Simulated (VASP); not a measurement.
A run of VASP 6.6.1 is set up as follows.

Contents of INCAR:

```
PREC = Accurate
ENCUT = 520
EDIFF = 1E-6
ISMEAR = -1
SIGMA = 0.05
LREAL = False
LASPH = True
NELM = 100
ALGO = Normal
ISIF = 2
LWAVE = False
LCHARG = False
LDIPOL = True
IDIPOL = 3
DIPOL = 0.5 0.5 0.500
GGA = RP
IVDW = 11
IBRION = 2
NSW = 60
EDIFFG = -0.005
```

Contents of KPOINTS:

```
regular mesh
0
Gamma
  6 6 1
```

Contents of POSCAR:

```
Nb
1.0
    3.3279000000      0.0000000000      0.0000000000
    0.0000000000      3.3279000000      0.0000000000
    0.0000000000      0.0000000000     24.9837000000
Nb
7
Selective dynamics
Direct
    0.5000000000      0.5000000000      0.3001957276  F F F
    0.0000000000      0.0000000000      0.3667971517  F F F
    0.5000000000      0.5000000000      0.4333985759  F F F
    0.0000000000      0.0000000000      0.5000000000  T T T
    0.5000000000      0.5000000000      0.5666014241  T T T
    0.0000000000      0.0000000000      0.6332028483  T T T
    0.5000000000      0.5000000000      0.6998042724  T T T
```

Potentials or basis: VASP PAW PBE potentials, release 64 (Nb_sv).

Launch:

```sh
$ cat potpaw_PBE.64/Nb_sv/POTCAR > POTCAR
$ mpirun -np 1 vasp_std > vasp.out
```

Task: Estimate the dispersion energy per atom.

Result: -0.560 eV.

Task: Predict the energy gained by relaxing.

Result: 28.6 meV/atom.

The path:
| step | energy change (eV) | largest force (eV/Å) | pressure (GPa) |
| --- | --- | --- | --- |
| 1 | 0.0000 | 1.3233 | -5.39 |
| 2 | -0.0944 | 1.3078 | -5.04 |
| 3 | -0.1422 | 1.2964 | -4.46 |
| 4 | -0.1422 | 1.2979 | -4.49 |
| 5 | -0.1547 | 1.3022 | -4.36 |
| 6 | -0.1632 | 1.3106 | -4.11 |
| 7 | -0.1729 | 1.3148 | -4.00 |
| 8 | -0.1927 | 1.3281 | -3.66 |
| 9 | -0.1839 | 1.3589 | -2.90 |
| 10 | -0.1974 | 1.3382 | -3.41 |
| 11 | -0.1937 | 1.3173 | -3.05 |
| 12 | -0.2001 | 1.3308 | -3.27 |
| 13 | -0.2001 | 1.3304 | -3.27 |
| 14 | -0.2002 | 1.3308 | -3.24 |
| 15 | -0.2002 | 1.3311 | -3.24 |
| 16 | -0.2002 | 1.3307 | -3.25 |
| 17 | -0.2002 | 1.3312 | -3.25 |
| 18 | -0.2003 | 1.3313 | -3.24 |
| 19 | -0.2003 | 1.3315 | -3.24 |
| 20 | -0.2003 | 1.3327 | -3.23 |
| 21 | -0.2003 | 1.3318 | -3.22 |
| 22 | -0.2003 | 1.3329 | -3.22 |
| 23 | -0.2003 | 1.3332 | -3.21 |
| 24 | -0.2003 | 1.3319 | -3.21 |

Caveat: the PAW data sets were made with another functional, which shifts forces and pressure a little.
